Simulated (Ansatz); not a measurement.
A (100) slab of TiCo (Pm-3m (No. 221)), 7 planes, outer planes Ti (top) and Ti (bottom), with 7 atoms (Ti4Co3) in a surface cell of A = 8.635 Å², as cut from the bulk:

```yaml
crystal:
  lattice:
    - [2.93851, 0.00000, 0.00000]
    - [0.00000, 2.93851, 0.00000]
    - [0.00000, 0.00000, 23.81552]
  atoms:
    - { symbol: Ti, position: [0.00000, 0.00000, 0.31492] }
    - { symbol: Co, position: [0.50000, 0.50000, 0.37661] }
    - { symbol: Ti, position: [0.00000, 0.00000, 0.43831] }
    - { symbol: Co, position: [0.50000, 0.50000, 0.50000] }
    - { symbol: Ti, position: [0.00000, 0.00000, 0.56169] }
    - { symbol: Co, position: [0.50000, 0.50000, 0.62339] }
    - { symbol: Ti, position: [0.00000, 0.00000, 0.68508] }
```

Method: DFT PBEsol, scalar-relativistic, plane waves, PAW in Ansatz. Plane waves to 420 eV, a k mesh through Γ of 12×12×1 on the computed 7-atom cell and Gaussian smearing (0.10 eV); collinear spin from starting moments 0 0.75 0 0.75 0 0.75 0 μB.

The relaxed slab holds 3 formula units of TiCo and 1 further Ti. Against those formula units in the bulk and the further Ti in its standard state it lies 2.415 eV higher. The formation energy of TiCo from the standard states is -0.824 eV a formula unit (uncorrected, no zero-point or thermal terms).

Q: Over what range can the chemical potential of Ti vary, and what is the surface energy at both ends?

A: In contact with the bulk, μ(Ti) + μ(Co) is fixed. With Δμ counted from the standard states, Δμ(Ti) ≤ 0 keeps elemental Ti from forming, and Δμ(Co) ≤ 0 requires Δμ(Ti) ≥ ΔH = -0.824 eV. Other compounds of Ti and Co can narrow this range. Then γ, the mean of both faces, = [2.415 eV − 1.00·Δμ(Ti)]/(2A). At the Ti-rich end (Δμ = 0): 2.415/(2 × 8.635) × 16.02 = 2.24 J/m². At the Ti-poor end: (2.415 + 0.824)/(2 × 8.635) × 16.02 = 3.00 J/m².

Q: How does its energy depend on growth conditions?

A: It carries an excess of Ti, so its energy falls by 0.93 J/m² for each eV that μ(Ti) rises: Ti-rich conditions lower it; whether it appears depends on the other terminations.